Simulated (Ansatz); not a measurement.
ZnTe:
```cif
data_Te4Zn4
_chemical_formula_sum 'Te4 Zn4'
_space_group_name_H-M_alt 'F-43m'
_space_group_IT_number 216
_space_group_name_Hall 'F -4 2 3'
_cell_length_a 6.17917
_cell_length_b 6.17917
_cell_length_c 6.17917
_cell_angle_alpha 90.000
_cell_angle_beta 90.000
_cell_angle_gamma 90.000
loop_
_atom_site_label
_atom_site_type_symbol
_atom_site_symmetry_multiplicity
_atom_site_Wyckoff_symbol
_atom_site_fract_x
_atom_site_fract_y
_atom_site_fract_z
_atom_site_occupancy
Te1 Te 4 c 0.25000 0.25000 0.25000 1
Zn1 Zn 4 a 0.00000 0.00000 0.00000 1
```
(The calculation used a cell of 2 atoms; values per cell refer to that cell.)

Relaxed with PBE.

Task: Decompose the optical modes at the zone centre into irreducible representations, and say which are infrared and Raman allowed.

Result: Point group -43m: Γ_opt = T2. Infrared: T2. Raman: T2.

Task: Assign frequencies (DFPT, PBE (plane waves, PAW; program Ansatz); without the LO–TO term).

Result: T2 168 cm⁻¹.

The cell was relaxed with PBE under the symmetry of its start; of distortions, only those at the zone centre were tested. Scalar-relativistic: spin–orbit coupling is off unless named, which matters more the heavier the elements.

Potentials: the later of the program's two PAW sets.
